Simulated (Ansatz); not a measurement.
## Molecular dynamics of WC

The input (input.yaml):

```yaml
crystal:
  lattice:
    - [-2.993637, -5.185131, 0.0]
    - [4.490455, -2.592565, 0.0]
    - [0.0, 0.0, 5.875883]
  atoms:
    - { symbol: W, position: [0.75, 0.5, 0.0] }
    - { symbol: C, position: [0.5, 0.6666667, 0.25] }
    - { symbol: W, position: [0.75, 0.5, 0.5] }
    - { symbol: C, position: [0.5, 0.6666667, 0.75] }
    - { symbol: W, position: [0.5, 0.0, 0.0] }
    - { symbol: C, position: [0.25, 0.1666667, 0.25] }
    - { symbol: W, position: [0.5, 0.0, 0.5] }
    - { symbol: C, position: [0.25, 0.1666667, 0.75] }
    - { symbol: W, position: [0.25, 0.5, 0.0] }
    - { symbol: C, position: [0.0, 0.6666667, 0.25] }
    - { symbol: W, position: [0.25, 0.5, 0.5] }
    - { symbol: C, position: [0.0, 0.6666667, 0.75] }
    - { symbol: W, position: [0.0, 0.0, 0.0] }
    - { symbol: C, position: [0.75, 0.1666667, 0.25] }
    - { symbol: W, position: [0.0, 0.0, 0.5] }
    - { symbol: C, position: [0.75, 0.1666667, 0.75] }
basis:
  ecutwfc: 420.0
kpoints:
  mp_grid: { grid: [3, 3, 3] }
hamiltonian:
  xc: pbe
  pseudopotentials: { kind: paw, azcp: { folder: soft_1 } }
scf:
  occupations: { method: fermi_dirac, width: 0.36 }
  lower_state_search: "off"
md:
  timestep: 0.75
  n_steps: 150
  ensemble: nvt_langevin
  temperature: 4200.0
  initial_velocities: maxwell_boltzmann
  seed: 122565
  friction: 0.02
```

Run as:

```bash
$ ansatz run input.yaml --threads 2 --pin off --max-ram 5120MiB --backend cpu --events-out ev --progress --plain --runs-dir out
```

It starts from a structure without forces on its atoms.

Output, in part (step lines):

```
md step     0: t =     0.00 fs  T =  3937.5 K  F+E_penalty+E_count = -85096.68764785 eV  E_kin = 8.143380 eV  (8 SCF iters)
md step     1: t =     0.75 fs  T =  4099.5 K  F+E_penalty+E_count = -85096.65452477 eV  E_kin = 8.478396 eV  (6 SCF iters)
md step     2: t =     1.50 fs  T =  3586.6 K  F+E_penalty+E_count = -85096.55931876 eV  E_kin = 7.417592 eV  (6 SCF iters)
md step     3: t =     2.25 fs  T =  3697.9 K  F+E_penalty+E_count = -85096.41010669 eV  E_kin = 7.647781 eV  (6 SCF iters)
md step     4: t =     3.00 fs  T =  3829.9 K  F+E_penalty+E_count = -85096.20493755 eV  E_kin = 7.920800 eV  (6 SCF iters)
md step     5: t =     3.75 fs  T =  3473.7 K  F+E_penalty+E_count = -85095.94794776 eV  E_kin = 7.184173 eV  (5 SCF iters)
md step     6: t =     4.50 fs  T =  3571.8 K  F+E_penalty+E_count = -85095.63902196 eV  E_kin = 7.386961 eV  (5 SCF iters)
md step     7: t =     5.25 fs  T =  3328.8 K  F+E_penalty+E_count = -85095.28424729 eV  E_kin = 6.884401 eV  (5 SCF iters)
[... lines left out ...]
md step   149: t =   111.75 fs  T =  3718.7 K  F+E_penalty+E_count = -85087.17275153 eV  E_kin = 7.690875 eV  (5 SCF iters)
md step   150: t =   112.50 fs  T =  3856.7 K  F+E_penalty+E_count = -85087.03271631 eV  E_kin = 7.976292 eV  (6 SCF iters)
```

The steps, from the saved trajectory:

| time (fs) | T (K) | potential energy less start (eV) |
| --- | --- | --- |
| 0 | 3938 | 0.000 |
| 3.75 | 3474 | 0.740 |
| 7.5 | 2447 | 2.403 |
| 11.25 | 2132 | 3.721 |
| 15 | 2107 | 4.587 |
| 18.75 | 2009 | 5.002 |
| 22.5 | 2421 | 5.137 |
| 26.25 | 2247 | 5.257 |
| 30 | 2399 | 5.234 |
| 33.75 | 2685 | 5.244 |
| 37.5 | 2722 | 5.637 |
| 41.25 | 3498 | 6.412 |
| 45 | 3550 | 7.794 |
| 48.75 | 2345 | 9.199 |
| 52.5 | 2933 | 8.872 |
| 56.25 | 3777 | 8.156 |
| 60 | 4317 | 8.071 |
| 63.75 | 4590 | 8.264 |
| 67.5 | 4625 | 8.735 |
| 71.25 | 4371 | 9.154 |
| 75 | 4505 | 9.683 |
| 78.75 | 4007 | 10.528 |
| 82.5 | 3507 | 11.299 |
| 86.25 | 3214 | 11.314 |
| 90 | 3143 | 10.562 |
| 93.75 | 3701 | 9.392 |
| 97.5 | 4749 | 8.094 |
| 101.25 | 5142 | 7.476 |
| 105 | 4045 | 7.937 |
| 108.75 | 3833 | 8.817 |
| 112.5 | 3857 | 9.655 |

The run went to its last step. A run of 0.11 ps of so small a system gives no equilibrium averages. Limits of this set-up: coarse k mesh.

Mean squared displacements from the first frame to the last, about the centre of mass: W 0.05 Å², C 0.11 Å².

Last frame:

```xyz
16
Lattice="-2.9936 -5.1851 0.0000 4.4905 -2.5926 0.0000 0.0000 0.0000 5.8759" Properties=species:S:1:pos:R:3
W -0.129 -5.297 0.035
C 1.596 -4.004 1.478
W 0.050 -5.266 2.844
C 1.303 -4.206 4.541
W -1.522 -2.369 0.170
C -0.272 -1.780 1.595
W -1.583 -2.547 3.125
C -0.062 -1.889 4.513
W 1.571 -2.635 0.019
C 2.522 -1.705 1.718
W 1.499 -2.654 2.995
C 2.982 -1.570 4.680
W 0.013 -0.419 -0.036
C -1.558 -4.082 1.282
W -0.126 0.253 2.884
C -1.332 -4.032 4.554
```

Time of the run: 27 min on 2 threads of Arm Neoverse V1 (shared host), peak memory 0.83 GiB.
